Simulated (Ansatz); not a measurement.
Method: DFT, RPBE, plane waves (420 eV) with PAW, scalar-relativistic in Ansatz 0.2.0. (PAW data from PBE, frozen cores regenerated.)

An element in the omega (AlB2-type) structure gives this curve. The cell is scaled uniformly from the relaxed one, with fractional coordinates and shape fixed. Energies are extrapolated to zero smearing, pressures are those at the given smearing. Magnetic state: spin not included.

```
V (Å³/atom)  E − E₀ (meV/atom)  P (GPa)
     24.867               82.1     9.13
     25.998               32.2     5.30
     27.128                6.5     2.26
     28.258                0.1    -0.16
     29.389                9.0    -2.08
     30.519               30.1    -3.61
     31.649               60.8    -4.83
```

Q: Which element is it?
A. indium
B. scandium
C. antimony
D. cadmium

A: C. Its fit is V₀ = 28.12 Å³/atom, B₀ = 55 GPa, B₀′ = 4.7.
